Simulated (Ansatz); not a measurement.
# TaN: the cost of one run

Computed with Ansatz 0.2.0 (DFT LDA+U (U_eff = 1 eV on Ta d), plane waves, PAW, no spin–orbit coupling unless a run says so, unless a step's input says otherwise).

**1. Starting point**

The structure is hexagonal, space group P6_3/mmc (No. 194). The conventional cell has a = 3.048 Å, b = 3.048 Å, c = 4.918 Å, α = 90.00°, β = 90.00°, γ = 120.00°. Ta (site symmetry -3m) is surrounded by 6 N at 2.15 Å and 2 Ta at 2.46 Å. N (site symmetry -6m2) has 6 Ta at 2.15 Å as nearest neighbours.

Coordinates:

```xyz
4
Lattice="3.0480 0.0000 0.0000 -1.5240 2.6396 0.0000 0.0000 0.0000 4.9180" Properties=species:S:1:pos:R:3 pbc="T T T"
Ta    0.0000    0.0000    0.0000
Ta    0.0000    0.0000    2.4590
N     0.0000    1.7598    1.2295
N     1.5240    0.8799    3.6885
```

An earlier series on this cell reached its lowest free state from «ferrimagnetic site moments held at first, then free», perhaps among other starts (it ended without moments).

**2. Ferrimagnetic site moments held**

The input, input.yaml:

```yaml
crystal:
  lattice:
    - [3.04800184, 0.0, 0.0]
    - [-1.52400092, 2.63964703, 0.0]
    - [0.0, 0.0, 4.91799978]
  atoms:
    - { symbol: Ta, position: [0.0, 0.0, 0.0], spin: 2.0 }
    - { symbol: Ta, position: [0.0, 0.0, 0.5], spin: -1.0 }
    - { symbol: "N", position: [0.3333333333, 0.6666666667, 0.25] }
    - { symbol: "N", position: [0.6666666667, 0.3333333333, 0.75] }
basis:
  ecutwfc: 420
  ecutrho_ratio: 4
kpoints:
  mp_grid: { grid: [7, 7, 4] }
hamiltonian:
  xc: lda
  hubbard:
    sites: [{ site: 0, l: d, u_eff: 1.0 }, { site: 1, l: d, u_eff: 1.0 }]
scf:
  occupations: { method: gaussian, width: 0.05 }
  lower_state_search: "off"
  max_iter: 150
output:
  forces: true
  stress: true
  eigenvalues: true
  populations: true
  hubbard: { sites: [{ site: 0, l: d }, { site: 1, l: d }] }
magnetization:
  spin_polarized: true
  spin_locking: { lock_spins: true }
```

The lock stays on to the end, so the result is a constrained state.

Run with:

```sh
> ansatz run input.yaml --threads 2 --pin off --max-ram 3072MiB --backend cpu --events-out ev --progress --plain --runs-dir out
```

Q: Estimate wall time and peak memory on 2 threads of Intel Xeon Platinum 8488C (Sapphire Rapids), shared host.

About 6.8 s, with a peak of 0.42 GiB.
